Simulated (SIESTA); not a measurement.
Ti2O under changes of volume

One of the cells (11.596 Å³/atom); the others are scaled copies at fixed shape and fractional positions:

```xyz
3
Lattice="2.9194 0.0000 0.0000 -1.4597 2.5283 0.0000 0.0000 0.0000 4.7130" Properties=species:S:1:pos:R:3 pbc="T T T"
Ti    0.0000    1.6855    3.3993
Ti    1.4597    0.8428    1.3137
O     0.0000    0.0000    0.0000
```

* Program: SIESTA 5.4.2
* Functional: LDA
* Potentials or basis: PseudoDojo 0.4 standard (LDA files)
* Basis: DZP (energy shift 0.003 Ry; two zetas on semicore shells)
* Grid cutoff: 800 Ry
* Energy shift: 0.003 Ry
* k mesh: 10 × 10 × 6
* Occupations: fermi-dirac, width 0.05 eV
* Spin: no spin polarisation

| volume (Å³/atom) | energy over the lowest point (meV/atom) | pressure (GPa) | largest force (eV/Å) |
| --- | --- | --- | --- |
| 10.900 | 30.68 | 15.0 | 1.308 |
| 11.132 | ? | ? | ? |
| 11.364 | 3.05 | 4.4 | 1.307 |
| 11.596 | 0.00 | -0.1 | 1.300 |
| 11.828 | 3.18 | -4.2 | 1.288 |
| 12.059 | 11.99 | -7.9 | 1.280 |
| 12.291 | 25.91 | -11.2 | 1.267 |

Question: What does the run at 11.132 Å³/atom give?

Answer: Energy over the lowest point 13.03 meV/atom; pressure 9.5 GPa; largest force 1.307 eV/Å.

Worked out: A Birch-Murnaghan fit of order 3 (a polynomial in V^(-2/3)) to the other rows has its minimum at 11.59 Å³/atom with B0 = V·E''(V) = 216 GPa and B' = 4.1 at fixed shape and positions, which overstates the stiffness. It gives 13.03 meV/atom at 11.132 Å³/atom, against the run's 13.03, and -dE/dV = 9.4 GPa, against 9.5.

Energies are extrapolated to zero smearing.

Caveats: the basis of atomic orbitals isn't converged, which shifts pressures, moduli and gaps; forces of over 1 eV/Å show positions far from the minimum, so gaps and moduli don't describe the material at rest.
